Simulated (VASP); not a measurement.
Ti:

```
CELL_PARAMETERS angstrom
0.00000 2.05457 2.05457
2.05457 0.00000 2.05457
2.05457 2.05457 0.00000
ATOMIC_POSITIONS crystal
Ti 0.00000 0.00000 0.00000
```

This isn't the form of Ti at room conditions, which is hcp.

```yaml
Program: VASP 6.6.1
Task: relaxation of cell and atoms
Functional: PBE
Dispersion: D3(BJ)
Potentials_or_basis: VASP PAW PBE potentials, release 64 (Ti_sv)
Cutoff: 600 eV
k_mesh: 18 × 18 × 18
Occupations: gaussian, width 0.1 eV
Spin: no spin polarisation
```

At the start: pressure -5.8 GPa; volume 17.35 Å³/atom.

Problem. How do energy, volume and symmetry change on relaxing?

Solution. Over 3 steps the energy falls by 17.9 meV/atom and the volume is 16.41 Å³/atom (-5.4 %); space group Fm-3m (No. 225, to 0.05 Å).

Step by step:
```csv
step,energy change (eV),largest force (eV/Å),pressure (GPa),volume (Å³)
1,0.0000,0.0000,-5.85,17.35
2,-0.0097,0.0000,4.54,15.80
3,-0.0179,0.0000,-0.02,16.41
```

Final structure:
```
Ti
1.0
     0.00000    2.01674    2.01674
     2.01674    0.00000    2.01674
     2.01674    2.01674    0.00000
Ti
1
Direct
  0.00000 0.00000 0.00000
```

Caveat: pairwise dispersion overbinds metals, which lowers pressure and volume.
